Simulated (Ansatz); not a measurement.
Zinc-blende InN (metastable phase) was calculated with PBE (Ansatz, a program for electronic structure, PAW).

Settings: plane-wave cutoff 520 eV, 12×12×12 k mesh, Fermi–Dirac smearing 0.01 eV, scalar-relativistic PAW data made under PBE.

A third-order Birch–Murnaghan fit to the energies gives V0 = 16.086 Å³/atom, B0 = 122 GPa, B′ = 4.7.

| V (Å³/atom) | P (GPa) |
|---|---|
| 15.121 | (withheld) |
| 15.443 | (withheld) |
| 15.765 | 2.58 |
| 16.086 | 0.00 |
| 16.408 | -2.30 |
| 16.730 | -4.35 |
| 17.051 | -6.17 |

Question: Estimate the withheld pressures from this fit; the answers are the runs' own values.

Answer: 
- 15.121, P (GPa): 8.69
- 15.443, P (GPa): 5.46

The formula P = (3/2) B0 (x^(7/3) − x^(5/3)) [1 + (3/4)(B′ − 4)(x^(2/3) − 1)] with x = V0/V meets the computed pressures within 0.05 GPa when these rounded values are put in.

Measured, for comparison: equilibrium volume per atom 15.72 Å³/atom (temperature not stated, no zero-point or thermal correction, epilayer on 3C-SiC; as tabulated in Schörmann, As, Lischka, Schley, Goldhahn et al., Appl. Phys. Lett. 89, 261903 …). Computed less measured: equilibrium volume per atom +2.4 %.

Note: this level leaves the solid without a gap, although one is measured.

Spin–orbit coupling is not included.

Static lattice: no zero-point or thermal effects.
